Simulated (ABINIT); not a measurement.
An input for ABINIT 10.8.3 (AlAs (F-43m)):

```
acell 3*1.0 Angstrom
rprim 
  -0.000000000000 2.830400000000 2.830400000000
  2.830400000000 0.000000000000 2.830400000000
  2.830400000000 2.830400000000 0.000000000000
ntypat 2
znucl 13 33
natom 2
typat 1 2
xred 
  0.000000000000 0.000000000000 0.000000000000
  0.250000000000 0.250000000000 0.250000000000
pp_dirpath "pseudos"
pseudos "Al.upf, As.upf"
ecut 44
ngkpt 4 4 4
nshiftk 1
shiftk 0 0 0
kptopt 1
chksymbreak 0
iscf -2
irdden 1
istwfk *1
nband 110
nbdbuf 10
tolwfr 1e-09
nstep 60
prtvol 0
indata_prefix "in"
outdata_prefix "out"
tmpdata_prefix "tmp"
```

```sh
OMP_NUM_THREADS=1 mpirun -n 8 abinit run.abi > log
```

Question: How long will it take on 8 MPI ranks of Intel Xeon Platinum 8259CL at 2.50GHz (Skylake/Cascade Lake), shared host, and how much memory?

It took 28 s; on shared hardware allow 14 s to 56 s. Peak host memory was 0.67 GiB.

[Paths, hosts, dates, memory and timing lines, banners, echoed tables and standing remarks are left out of the program output.]

[Logs are printed without paths, hosts, clocks, repeated set-up lines and the standing remarks that a program may print on its own settings, such as how far it seeks lower states.]

[Runs of the session that timed out or met a known fault of the program may be left out.]

[Hosts, paths, dates, database ids (printed as entryN), source tags and the programs' standing remarks are cut or masked in the printed files.]

[G0W0 gaps are taken among the corrected bands and points alone; a level outside them can change the order at an edge.]

[Where Ansatz stands beside ABINIT at settings called matched, ABINIT's density can come from a denser mesh and the files from another edition; pairs whose starting gaps differed by over 0.03 eV were left out, so agreement reads better than it is.]
